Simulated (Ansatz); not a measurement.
Debugging a test of the smearing width of Ti, space group P6/mmm (the Python package of Ansatz (0.2.0)).

Script `smear_ti.py`:
```python
"""How the energy of Ti depends on the smearing."""

import csv

import ansatz as az
from ase import Atoms


def main() -> None:
    atoms = Atoms(
        ["Ti", "Ti", "Ti"],
        scaled_positions=[
            [0.0, 0.0, 0.0],
            [1 / 3, 2 / 3, 0.5],
            [2 / 3, 1 / 3, 0.5],
        ],
        cell=[
            [4.6, 0.0, 0.0],
            [-2.3, 3.983717, 0.0],
            [0.0, 0.0, 2.82],
        ],
        pbc=True,
    )
    xtal = az.Crystal.from_ase(atoms)

    base = (
        xtal.calculation()
        .basis(45 * az.Ry)
        .functional("r2scan")
        .kpoints(7, 7, 10, center="gamma")
        .pseudopotentials("paw")
        .occupations("marzari")
    )

    rows = []
    for value in [0.5, 0.3, 0.2, 0.1]:
        summary = base.occupations("cold", width=value).run(threads=1, backend="cpu").report
        rows.append((value, summary["free_energy_ev"] / len(summary["lattice"]["sites"]), summary["n_iterations"], summary["n_kpoints"]))

    with open("smear.csv", "w", newline="") as handle:
        writer = csv.writer(handle)
        writer.writerow(["width (eV)", "F/atom (eV)", "iterations", "k-points"])
        writer.writerows([round(v, 5) if isinstance(v, float) else v for v in row] for row in rows)

    # differences from the last row
    for row in rows[:-1]:
        shift = 1000 * (row[1] - rows[-1][1])
        print(f"{row[0]}: {shift:+.2f} meV/atom" + ("  (within 2 meV)" if abs(shift) < 2 else ""))


if __name__ == "__main__":
    main()
```

Running `python smear_ti.py` prints:
```text
Traceback (most recent call last):
  File "smear_ti.py", line 52, in <module>
    main()
    ~~~~^^
  File "smear_ti.py", line 32, in main
    .occupations("marzari")
     ~~~~~~~~~~~^^^^^^^^^^^
  ...
ansatz.errors.InputError: .occupations('marzari'): not one of fermi_dirac, gaussian, methfessel_paxton, cold, fixed, tetrahedron, tetrahedron_uncorrected, explicit  [scf.occupations.method]
```
(Library frames cut from the traceback.)

What is wrong, and how is it mended?

The fault: the smearing's name isn't one that the program knows. Mended:

```diff
--- before
+++ after
@@ -31,3 +31,2 @@
         .pseudopotentials("paw")
-        .occupations("marzari")
     )
```

After the fix:

```console
$ python smear_ti.py
0.5: +14.27 meV/atom
0.3: +2.48 meV/atom
0.2: +0.47 meV/atom  (within 2 meV)
```

`smear.csv`, as written:
```csv
width (eV),F/atom (eV),iterations,k-points
0.5,-2504.37343,8,48
0.3,-2504.38522,10,48
0.2,-2504.38722,9,48
0.1,-2504.3877,9,48
```

Reading the output:
- Spin is left out of this run.
- The mesh is modest for a metal, so energies can be off by several to tens of meV an atom and pressures by half a GPa or more; differences at equal mesh fare better.
- The narrowest width needs the finest mesh, so the last row is no converged reference.
- This isn't the structure that Ti takes at ambient conditions.
- Finished in 27 s on 1 thread of Intel(R) Xeon(R) Platinum 8488C (Sapphire Rapids) (shared host), peak memory 0.58 GiB.
